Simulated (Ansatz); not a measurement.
# TiC: elastic constants, part 2 of 2

Aim: the elastic tensor from the stress of slightly strained cells, and the moduli that follow. Runs: cell and atoms relaxed (PAW); reference run (PAW and LAPW).

Ansatz 0.2.0; DFT LDA.

## 5. Reference run, LAPW

The COD entry's cell or inner coordinates are ideal or old and differ from later refinements, so a difference from it is no clean test against experiment.

Input file input.yaml:

```yaml
crystal:
  lattice:
    - [0.0, 2.13047790915, 2.13047790915]
    - [2.13047790915, 0.0, 2.13047790915]
    - [2.13047790915, 2.13047790915, 0.0]
  atoms:
    - { symbol: Ti, position: [0.0, 0.0, 0.0] }
    - { symbol: C, position: [0.5, 0.5, 0.5] }
kpoints:
  mp_grid: { grid: [18, 18, 18] }
scf:
  occupations: { method: fermi_dirac, width: 0.1 }
hamiltonian:
  xc: lda
  pseudopotentials: { kind: all_electron, lapw: { basis_error: 0.001 } }
elastic:
  mode: relaxed_ion
  stencil: two_point
  amplitude: 0.008
```

Started as:

```console
> ansatz run input.yaml --threads 1 --pin off --max-ram 2560MiB --backend cpu --events-out ev --progress --plain --runs-dir out
```

Output:

```text
LAPW: plane waves up to 9.444 Å⁻¹, error target 1.0e-3 eV per atom; small_component_spin mean_spin; C in spheres of 0.900 Å, 6 of its electrons in bands, Dirac shells []; Ti in spheres of 1.167 Å, 18 of its electrons in bands, Dirac shells [] (how accurate: hamiltonian.pseudopotentials.lapw.basis_error, Limitations)
Engine: ansatz 0.2.0
Pseudopotentials: kind: all_electron
Pseudopotential: Ti, LAPW, valence charge 18, lapw/all_electron/scalar/gaussian/Ti, Koelling and Harmon's equation, gaussian nucleus
Pseudopotential: C, LAPW, valence charge 6, lapw/all_electron/scalar/gaussian/C, Koelling and Harmon's equation, gaussian nucleus
Functional definition: SPW92
  exchange = slater_x
  correlation = pw_c
Crystal: 2 atoms, lattice volume = 19.340 Å³
Basis set: ecut = 339.7952372479126 eV, 283 PW (Γ), exchange–correlation at level 2
Bands: 16, of which v1, the nominal top of the filled ones, is band 12 counted from 1 (11 counted from 0)
Symmetry: 48 space group operations
Space group: Fm-3m (ITA 225), of the structure as read, at distance tolerance 2.7e-5 Å
k-points: 195 of 5832
Non-local potential: Ti, projectors of the file, none
Non-local potential: C, projectors of the file, none
Initial density: superposition of atomic densities (chi_scale 0.1, normalization cell, long waves kept (reshape's long-wave potential 0.00 eV rms))
Initial wavefunctions: plane waves of lowest kinetic energy (no species holds an atomic orbital)
Functional: x = slater, c = lda
iter 1 solved again at ethr=2.74e-2 eV; its pass at ethr=1.00e-1 eV (dr2=6.57e0 eV) is discarded
SCF iter   1: F=—  HF=-24217.193609 eV  |F-HF|=—  |Δ(HF+E_count)|=         —  Δρ=1.67e-1  dr2=6.57e0  ethr=2.74e-2  ⟨swp⟩=2.0  Hψ=19725  notcnv=0
preconditioner: auto → none  [metal: Δε(μ)=0.018 eV  Ē_g=20.617 eV  σ=0.100 eV  W_gap=0.04  n_scr=8 (ndim 8)  ℏωp=31.6 eV  f_vac=0.000  D(μ)=0.13/eV (n_scr^D=0)  sad-step TF]
iter 2 solved again at ethr=1.76e-3 eV; its pass at ethr=2.74e-2 eV (dr2=4.23e-1 eV) is discarded
SCF iter   2: F=—  HF=-24215.354931 eV  |F-HF|=—  |Δ(HF+E_count)|=    1.84e0  Δρ=5.15e-2  dr2=4.22e-1  ethr=1.76e-3  ⟨swp⟩=2.0  Hψ=16229  notcnv=0
SCF iter   3: F=—  HF=-24214.920430 eV  |F-HF|=—  |Δ(HF+E_count)|=   4.35e-1  Δρ=1.71e-2  dr2=4.83e-2  ethr=1.76e-3  ⟨swp⟩=3.0  Hψ=9362  notcnv=0
SCF iter   4: F=—  HF=-24214.920523 eV  |F-HF|=—  |Δ(HF+E_count)|=         —  Δρ=8.59e-3  dr2=1.36e-2  ethr=2.01e-4  ⟨swp⟩=2.0  Hψ=9282  notcnv=0
the basis was enlarged: its passes take 37.6 KiB over the memory plan, 1 of 1 planned eigensolver slots
SCF iter   5: F=—  HF=-24214.909509 eV  |F-HF|=—  |Δ(HF+E_count)|=   1.10e-2  Δρ=6.73e-4  dr2=6.58e-5  ethr=5.67e-5  ⟨swp⟩=2.2  Hψ=8883  notcnv=0
SCF iter   6: F=—  HF=-24214.909457 eV  |F-HF|=—  |Δ(HF+E_count)|=   5.15e-5  Δρ=1.05e-4  dr2=1.84e-6  ethr=2.74e-7  ⟨swp⟩=3.0  Hψ=9560  notcnv=0
SCF iter   7: F=—  HF=-24214.909455 eV  |F-HF|=—  |Δ(HF+E_count)|=   1.76e-6  Δρ=4.56e-5  dr2=4.35e-7  ethr=7.66e-9  ⟨swp⟩=2.0  Hψ=8835  notcnv=0
SCF iter   8: F=—  HF=-24214.909455 eV  |F-HF|=—  |Δ(HF+E_count)|=   3.33e-7  Δρ=8.91e-6  dr2=1.74e-8  ethr=1.81e-9  ⟨swp⟩=2.1  Hψ=8843  notcnv=0
SCF iter   9: F=—  HF=-24214.909455 eV  |F-HF|=—  |Δ(HF+E_count)|=   1.18e-8  Δρ=2.61e-7  dr2=1.29e-11  ethr=7.24e-11  ⟨swp⟩=2.1  Hψ=8847  notcnv=0
SCF iter  10: F=-24214.909455 eV  HF=-24214.909455 eV  |F-HF|=7.28e-12  |Δ(HF+E_count)|=  7.28e-12  Δρ=5.70e-9  dr2=3.87e-15  ethr=4.49e-12 (applied; sched 1.00e-12)  ⟨swp⟩=2.0  Hψ=8830  notcnv=0
SCF 1 converged in 10 iterations: F = -24214.909455 eV  dr2 = 3.87e-15
Crystal: 2 atoms, lattice volume = 19.185 Å³
Basis set: ecut = 341.61964667010386 eV, 283 PW (Γ), exchange–correlation at level 2
Symmetry: 16 space group operations
k-points: 480 of 5832
Initial density: handed on by an earlier stage of this run
Initial wavefunctions: plane waves of lowest kinetic energy (no species holds an atomic orbital; no wavefunctions were taken with the density)
iter 1 solved again at ethr=2.82e-6 eV; its pass at ethr=1.00e-1 eV (dr2=6.77e-4 eV) is discarded
SCF iter   1: F=—  HF=-24214.907370 eV  |F-HF|=—  |Δ(HF+E_count)|=         —  Δρ=1.98e-3  dr2=6.96e-4  ethr=2.82e-6  ⟨swp⟩=4.0  Hψ=58386  notcnv=0
preconditioner: auto → none  [metal: Δε(μ)=0.002 eV  Ē_g=8.180 eV  σ=0.100 eV  W_gap=0.00  n_scr=8 (ndim 8)  ℏωp=24.0 eV  f_vac=0.000  D(μ)=0.30/eV (n_scr^D=0)]
iter 2 solved again at ethr=2.74e-7 eV; its pass at ethr=2.82e-6 eV (dr2=6.57e-5 eV) is discarded
SCF iter   2: F=—  HF=-24214.907023 eV  |F-HF|=—  |Δ(HF+E_count)|=   3.47e-4  Δρ=6.05e-4  dr2=6.57e-5  ethr=2.74e-7  ⟨swp⟩=2.0  Hψ=37378  notcnv=0
SCF iter   3: F=—  HF=-24214.907007 eV  |F-HF|=—  |Δ(HF+E_count)|=   1.62e-5  Δρ=4.15e-4  dr2=3.91e-5  ethr=2.74e-7  ⟨swp⟩=3.0  Hψ=23152  notcnv=0
SCF iter   4: F=—  HF=-24214.906993 eV  |F-HF|=—  |Δ(HF+E_count)|=   1.46e-5  Δρ=4.12e-5  dr2=2.82e-7  ethr=1.63e-7  ⟨swp⟩=2.6  Hψ=22083  notcnv=0
SCF iter   5: F=—  HF=-24214.906992 eV  |F-HF|=—  |Δ(HF+E_count)|=   8.35e-8  Δρ=9.08e-6  dr2=6.14e-9  ethr=1.18e-9  ⟨swp⟩=2.9  Hψ=22595  notcnv=0
SCF iter   6: F=—  HF=-24214.906992 eV  |F-HF|=—  |Δ(HF+E_count)|=   1.83e-9  Δρ=1.43e-6  dr2=1.14e-10  ethr=2.56e-11  ⟨swp⟩=2.0  Hψ=21748  notcnv=0
SCF iter   7: F=—  HF=-24214.906992 eV  |F-HF|=—  |Δ(HF+E_count)|=  1.42e-10  Δρ=6.32e-8  dr2=2.49e-13  ethr=4.31e-12 (applied; sched 1.00e-12)  ⟨swp⟩=2.0  Hψ=21726  notcnv=0
SCF iter   8: F=-24214.906992 eV  HF=-24214.906992 eV  |F-HF|=2.91e-11  |Δ(HF+E_count)|=  1.09e-11  Δρ=3.98e-9  dr2=8.66e-16  ethr=4.31e-12 (applied; sched 1.00e-12)  ⟨swp⟩=2.0  Hψ=21726  notcnv=0
SCF 2 converged in 8 iterations: F = -24214.906992 eV  dr2 = 8.66e-16
Crystal: 2 atoms, lattice volume = 19.495 Å³
Basis set: ecut = 337.99499230273045 eV, 283 PW (Γ), exchange–correlation at level 2
iter 1 solved again at ethr=2.94e-6 eV; its pass at ethr=1.00e-1 eV (dr2=7.05e-4 eV) is discarded
SCF iter   1: F=—  HF=-24214.907730 eV  |F-HF|=—  |Δ(HF+E_count)|=         —  Δρ=1.94e-3  dr2=6.92e-4  ethr=2.94e-6  ⟨swp⟩=4.0  Hψ=58321  notcnv=0
preconditioner: auto → none  [metal: Δε(μ)=0.026 eV  Ē_g=8.074 eV  σ=0.100 eV  W_gap=0.06  n_scr=8 (ndim 8)  ℏωp=23.8 eV  f_vac=0.000  D(μ)=0.31/eV (n_scr^D=0)]
iter 2 solved again at ethr=2.78e-7 eV; its pass at ethr=2.88e-6 eV (dr2=6.67e-5 eV) is discarded
SCF iter   2: F=—  HF=-24214.907387 eV  |F-HF|=—  |Δ(HF+E_count)|=   3.42e-4  Δρ=5.98e-4  dr2=6.67e-5  ethr=2.78e-7  ⟨swp⟩=2.0  Hψ=37317  notcnv=0
SCF iter   3: F=—  HF=-24214.907373 eV  |F-HF|=—  |Δ(HF+E_count)|=   1.40e-5  Δρ=4.46e-4  dr2=4.65e-5  ethr=2.78e-7  ⟨swp⟩=3.0  Hψ=23268  notcnv=0
SCF iter   4: F=—  HF=-24214.907356 eV  |F-HF|=—  |Δ(HF+E_count)|=   1.73e-5  Δρ=3.56e-5  dr2=2.00e-7  ethr=1.94e-7  ⟨swp⟩=2.5  Hψ=22032  notcnv=0
SCF iter   5: F=—  HF=-24214.907356 eV  |F-HF|=—  |Δ(HF+E_count)|=   4.99e-8  Δρ=8.01e-6  dr2=5.18e-9  ethr=8.33e-10  ⟨swp⟩=3.0  Hψ=23094  notcnv=0
SCF iter   6: F=—  HF=-24214.907356 eV  |F-HF|=—  |Δ(HF+E_count)|=  6.51e-10  Δρ=1.36e-6  dr2=1.05e-10  ethr=2.16e-11  ⟨swp⟩=2.0  Hψ=21733  notcnv=0
SCF iter   7: F=—  HF=-24214.907356 eV  |F-HF|=—  |Δ(HF+E_count)|=  2.91e-11  Δρ=6.43e-8  dr2=2.49e-13  ethr=4.31e-12 (applied; sched 1.00e-12)  ⟨swp⟩=2.0  Hψ=21730  notcnv=0
SCF iter   8: F=-24214.907356 eV  HF=-24214.907356 eV  |F-HF|=7.28e-12  |Δ(HF+E_count)|=  2.91e-11  Δρ=4.05e-9  dr2=9.71e-16  ethr=4.31e-12 (applied; sched 1.00e-12)  ⟨swp⟩=2.0  Hψ=21730  notcnv=0
SCF 3 converged in 8 iterations: F = -24214.907356 eV  dr2 = 9.71e-16
Basis set: ecut = 339.7988617787703 eV, 283 PW (Γ), exchange–correlation at level 2
Symmetry: 8 space group operations
k-points: 865 of 5832
iter 1 solved again at ethr=1.25e-7 eV; its pass at ethr=1.00e-1 eV (dr2=2.99e-5 eV) is discarded
SCF iter   1: F=—  HF=-24214.908778 eV  |F-HF|=—  |Δ(HF+E_count)|=         —  Δρ=5.12e-4  dr2=2.78e-5  ethr=1.25e-7  ⟨swp⟩=4.9  Hψ=115913  notcnv=0
preconditioner: auto → none  [metal: Δε(μ)=0.013 eV  Ē_g=8.126 eV  σ=0.100 eV  W_gap=0.03  n_scr=8 (ndim 8)  ℏωp=23.9 eV  f_vac=0.000  D(μ)=0.30/eV (n_scr^D=0)]
SCF iter   2: F=—  HF=-24214.908769 eV  |F-HF|=—  |Δ(HF+E_count)|=   9.83e-6  Δρ=2.08e-4  dr2=3.82e-6  ethr=1.16e-7  ⟨swp⟩=2.1  Hψ=39211  notcnv=0
SCF iter   3: F=—  HF=-24214.908768 eV  |F-HF|=—  |Δ(HF+E_count)|=   1.11e-7  Δρ=1.07e-4  dr2=2.59e-6  ethr=1.59e-8  ⟨swp⟩=3.0  Hψ=42124  notcnv=0
iter 4 solved again at ethr=2.80e-10 eV; its pass at ethr=1.08e-8 eV (dr2=6.72e-8 eV) is discarded
SCF iter   4: F=—  HF=-24214.908767 eV  |F-HF|=—  |Δ(HF+E_count)|=   9.55e-7  Δρ=2.36e-5  dr2=6.72e-8  ethr=2.80e-10  ⟨swp⟩=2.0  Hψ=67616  notcnv=0
SCF iter   5: F=—  HF=-24214.908767 eV  |F-HF|=—  |Δ(HF+E_count)|=   2.78e-9  Δρ=2.51e-6  dr2=5.43e-10  ethr=2.80e-10  ⟨swp⟩=2.0  Hψ=39138  notcnv=0
SCF iter   6: F=—  HF=-24214.908767 eV  |F-HF|=—  |Δ(HF+E_count)|=  2.66e-10  Δρ=2.71e-7  dr2=5.70e-12  ethr=4.40e-12 (applied; sched 2.26e-12)  ⟨swp⟩=2.0  Hψ=39145  notcnv=0
SCF iter   7: F=—  HF=-24214.908767 eV  |F-HF|=—  |Δ(HF+E_count)|=  1.82e-11  Δρ=2.60e-8  dr2=6.28e-14  ethr=4.31e-12 (applied; sched 1.00e-12)  ⟨swp⟩=2.0  Hψ=39138  notcnv=0
SCF iter   8: F=-24214.908767 eV  HF=-24214.908767 eV  |F-HF|=1.09e-11  |Δ(HF+E_count)|=  2.55e-11  Δρ=4.64e-9  dr2=2.84e-15  ethr=4.31e-12 (applied; sched 1.00e-12)  ⟨swp⟩=2.0  Hψ=39138  notcnv=0
SCF 4 converged in 8 iterations: F = -24214.908767 eV  dr2 = 2.84e-15
iter 1 solved again at ethr=1.30e-7 eV; its pass at ethr=1.00e-1 eV (dr2=3.13e-5 eV) is discarded
SCF iter   1: F=—  HF=-24214.908778 eV  |F-HF|=—  |Δ(HF+E_count)|=         —  Δρ=5.12e-4  dr2=2.78e-5  ethr=1.30e-7  ⟨swp⟩=4.9  Hψ=115810  notcnv=0
SCF iter   2: F=—  HF=-24214.908769 eV  |F-HF|=—  |Δ(HF+E_count)|=   9.83e-6  Δρ=2.08e-4  dr2=3.82e-6  ethr=1.16e-7  ⟨swp⟩=2.1  Hψ=39215  notcnv=0
SCF iter   3: F=—  HF=-24214.908768 eV  |F-HF|=—  |Δ(HF+E_count)|=   1.12e-7  Δρ=1.07e-4  dr2=2.59e-6  ethr=1.59e-8  ⟨swp⟩=3.0  Hψ=42090  notcnv=0
iter 4 solved again at ethr=2.80e-10 eV; its pass at ethr=1.08e-8 eV (dr2=6.73e-8 eV) is discarded
SCF iter   4: F=—  HF=-24214.908767 eV  |F-HF|=—  |Δ(HF+E_count)|=   9.54e-7  Δρ=2.36e-5  dr2=6.73e-8  ethr=2.80e-10  ⟨swp⟩=2.0  Hψ=67627  notcnv=0
SCF iter   5: F=—  HF=-24214.908767 eV  |F-HF|=—  |Δ(HF+E_count)|=   2.78e-9  Δρ=2.50e-6  dr2=5.44e-10  ethr=2.80e-10  ⟨swp⟩=2.0  Hψ=39138  notcnv=0
SCF iter   6: F=—  HF=-24214.908767 eV  |F-HF|=—  |Δ(HF+E_count)|=  2.62e-10  Δρ=2.74e-7  dr2=5.78e-12  ethr=4.40e-12 (applied; sched 2.27e-12)  ⟨swp⟩=2.0  Hψ=39151  notcnv=0
SCF iter   7: F=—  HF=-24214.908767 eV  |F-HF|=—  |Δ(HF+E_count)|=  2.91e-11  Δρ=2.75e-8  dr2=7.60e-14  ethr=4.31e-12 (applied; sched 1.00e-12)  ⟨swp⟩=2.0  Hψ=39138  notcnv=0
SCF iter   8: F=-24214.908767 eV  HF=-24214.908767 eV  |F-HF|=2.18e-11  |Δ(HF+E_count)|=  1.09e-11  Δρ=5.29e-9  dr2=3.19e-15  ethr=4.31e-12 (applied; sched 1.00e-12)  ⟨swp⟩=2.0  Hψ=39138  notcnv=0
SCF 5 converged in 8 iterations: F = -24214.908767 eV  dr2 = 3.19e-15
SCF converged after 10 iterations
Free energy (F): -24214.909455 eV
Harris-Foulkes:  -24214.909455 eV  (|F-HF|=7.28e-12)
Internal energy: -24214.899350 eV  (E = F + TS)
E sigma→0 (E₀):  -24214.904402 eV
Entropy (-TS):   -0.010105 eV (-5.053 meV/atom)
Fermi energy:    15.697042 eV
--- Per-component energies (eV) ---
  E_band       = -3113.278970
  E_kinetic    = 24419.847120
  E_xc         = -1238.034850
  E_electrostatic = -47396.711620  (all electrons and nuclei)
  E_smearing   = -0.010105  (= −TS)
  E_closure    = 0.000000  (closes the sum)
  E_atoms      = -24195.367548  (free atoms, spherical and without spin; not in F)
  Σ components = -24214.909455   (vs F -24214.909455, Δ=0.00e0)
  Basis errors (estimates in eV, not in F): energy 3.3e-4 per atom: plane waves 2.9e-4 (1.7e-4 summed), levels above the bands 1.8e-13, relativity 6.9e-9, radial functions 3.6e-5, core shells 9.2e-7; eigenvalues (radial functions only) 1.8e-6; not estimated: angular momenta, meshes, grids; target (lapw.basis_error) 1.0e-3; muffin-tin radii C 0.900 Å, Ti 1.167 Å
--- Forces (eV/Å), atoms counted from 1 ---
  atom   1  Ti    -0.00000000     0.00000000     0.00000000
  atom   2  C      0.00000000    -0.00000000    -0.00000000
  max |Σ_I F_I| component: 1.87e-30 eV/Å
--- Stress (GPa, compression-positive) ---
        0.119738      -0.000000      -0.000000
       -0.000000       0.119738      -0.000000
       -0.000000      -0.000000       0.119738
  P = ⅓ Tr σ = 0.1197 GPa (1.197 kbar)
--- Band table (eV; the first three rows and the last of 195) ---
  k-point 0: bands = ["-421.6732", "-421.6732", "-421.6732", "-246.0209", "-40.1092", "-16.4216", "-16.4216", "-16.4216", "3.2572", "16.3583", "16.3583", "16.3583", "17.4534", "17.4534", "17.4534", "17.5344"]
  k-point 1: bands = ["-421.6732", "-421.6732", "-421.6732", "-246.0209", "-40.1063", "-16.4411", "-16.4234", "-16.4234", "3.3325", "15.9910", "16.2261", "16.2261", "16.7953", "16.7953", "17.6630", "18.4349"]
  k-point 2: bands = ["-421.6732", "-421.6732", "-421.6732", "-246.0209", "-40.0980", "-16.4969", "-16.4285", "-16.4285", "3.5545", "15.2347", "15.5738", "15.5738", "16.7758", "16.7758", "17.9859", "19.4298"]
  k-point 194: bands = ["-421.6732", "-421.6732", "-421.6732", "-246.0209", "-39.9805", "-16.8269", "-16.7689", "-16.6392", "6.2269", "12.4226", "12.5959", "12.9606", "18.3270", "18.8957", "19.4423", "21.0842"]
--- Elastic constants: 2 strain directions × 2 members + reference (group order 48) ---
  dense FFT box of the reference and of every strained cell: 20×20×20
  strains applied: 11, 23; error gains: componentwise 1.00 (the most a stress slope's error grows in a printed constant), spectral 1.73 (1 for all six strains in a standard setting)
  C = ∂σ_k/∂η_j (tension-positive GPa; Voigt order 11 22 33 23 13 12):
       590.739    129.200    129.200     -0.000      0.000      0.000
       129.200    590.739    129.200      0.000     -0.000     -0.000
       129.200    129.200    590.739      0.000     -0.000     -0.000
         0.000     -0.000     -0.000    177.966      0.000      0.000
         0.000      0.000     -0.000     -0.000    177.966      0.000
         0.000     -0.000      0.000      0.000     -0.000    177.966
  reference stress σ⁰ (GPa):     -0.120     -0.120     -0.120      0.000      0.000      0.000
  no Pulay correction (none for the plane-wave cutoff is built on LAPW): the batch's stresses and constants are at fixed plane waves
  C* (energy form; C + prestress term) asymmetry max|C*_kj − C*_jk| = 8.527e-14 GPa — a small one proves nothing (zero by symmetry where the batch's group is 432, −43m or m−3m); a large one is finite-difference/SCF noise where every solve meets its electron count
  moduli (Voigt/Reuss/Hill, GPa): K = 283.05/283.05/283.05   G = 199.09/195.90/197.49   E = 480.68   ν = 0.217
  mechanically stable: yes (min eigenvalue of sym C = 177.97 GPa)
  where every solve meets its electron count the energy-path curvature estimates C_jj along a normal strain and C_jj − ¼(σ⁰_aa + σ⁰_bb) along a shear (ab), closely only under elastic.basis: deformed
  strain η (Voigt 11):  stress-route row diagonal C_11 = 590.74 GPa, energy-path curvature d²(F+E_count)/dδ²/Ω₀ = 590.48 GPa
         δ    σ_11 (GPa)             F (eV)   n_scf  n_hpsi   n_pw
    -8.000e-3      -5.0506      -24214.9069925       8  234972    290   relax 0 steps, max|allowed force component| 1.48e-31 eV/Å
     8.000e-3       4.4012      -24214.9073558       8  235393    290   relax 0 steps, max|allowed force component| 9.86e-32 eV/Å
  strain η (Voigt 23):  stress-route row diagonal C_44 = 177.97 GPa, energy-path curvature d²(F+E_count)/dδ²/Ω₀ = 178.01 GPa
         δ    σ_23 (GPa)             F (eV)   n_scf  n_hpsi   n_pw
    -8.000e-3      -1.4237      -24214.9087675       8  432569    290   relax 0 steps, max|allowed force component| 3.94e-31 eV/Å
     8.000e-3       1.4237      -24214.9087675       8  432447    290   relax 0 steps, max|allowed force component| 4.44e-31 eV/Å
```

It took 4.5 min on 1 thread of Intel Xeon Platinum 8259CL at 2.50GHz (Skylake/Cascade Lake), shared host; peak memory 1.5 GiB.

C in GPa (Voigt order xx, yy, zz, yz, xz, xy):

```
590.7 129.2 129.2   0.0   0.0   0.0
129.2 590.7 129.2   0.0   0.0   0.0
129.2 129.2 590.7   0.0   0.0   0.0
  0.0   0.0   0.0 178.0   0.0   0.0
  0.0   0.0   0.0   0.0 178.0   0.0
  0.0   0.0   0.0   0.0   0.0 178.0
```

## 6. Side by side

```
               run    C11    C12    C44      K      G      E  Poisson ratio
 ions relaxed, PAW  588.4  129.1  177.8  282.2  197.0  479.4          0.217
ions relaxed, LAPW  590.7  129.2  178.0  283.0  197.5  480.7          0.217
```

Constants and moduli in GPa; K, G and E are Hill averages.

## 7. Outcome

The summary covers parts 1 to 2.

```
                           quantity              value
                          C11 (PAW)            588 GPa
                          C12 (PAW)            129 GPa
                          C44 (PAW)            178 GPa
    bulk, shear and Young's modulus  282, 197, 479 GPa
Debye temperature from sound speeds              955 K
         universal anisotropy index               0.08
```

What this shows: All eigenvalues are positive, so the crystal is mechanically stable; by PAW K = 282 and G = 197 GPa, K/G = 1.43, on the brittle side of Pugh's rough line at 1.75, which was drawn for metals. Young's modulus runs from 441 to 542 GPa with direction. Cautions: frozen-core PAW files fitted under PBE, their cores solved anew for the functional of the run; responses of metals move with mesh and smearing.
